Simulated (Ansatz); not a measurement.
TiCo2: computed properties

The calculation used Ansatz 0.2.0, DFT PBEsol, scalar-relativistic, plane waves, PAW.

Settings: cutoff 420 eV, Γ-centred mesh 10×10×10 on the computed 6-atom cell, Gaussian smearing of 0.10 eV; no spin polarisation.

The structure is relaxed at this level of theory with its symmetry kept. Whether it is the stable form of this composition wasn't checked.

```cif
data_structure
_symmetry_space_group_name_H-M 'Fd-3m:1'
_symmetry_Int_Tables_number 227
_cell_length_a 6.5526
_cell_length_b 6.5526
_cell_length_c 6.5526
_cell_angle_alpha 90.000
_cell_angle_beta 90.000
_cell_angle_gamma 90.000
_cell_volume 281.35
loop_
_atom_site_label
_atom_site_type_symbol
_atom_site_symmetry_multiplicity
_atom_site_Wyckoff_symbol
_atom_site_fract_x
_atom_site_fract_y
_atom_site_fract_z
_atom_site_occupancy
Ti1 Ti 8 a 0.50000 0.00000 0.50000 1
Co1 Co 16 d 0.12500 0.62500 0.12500 1
```

Problem. Formation energy from the elements' standard states (uncorrected)?

Solution. -0.351 eV/atom.

Problem. Density of states at the Fermi level?

Solution. 9.32 states/eV per cell.

Problem. Löwdin character within 0.5 eV of the Fermi level?

Solution. Co 3d 64 %, Ti 3d 28 %.

Problem. Bulk modulus?

Solution. 231 GPa.

Problem. Its pressure derivative?

Solution. 4.4.

Problem. Bader charges (e)?

Solution. Ti (2 in the cell) 1.25, Co (4 in the cell) -0.63.

Spin polarisation was left out, and a magnetic state may lie lower.

A ferromagnetic start lost its moments in a first run, so spin was left out; other magnetic orders weren't tried.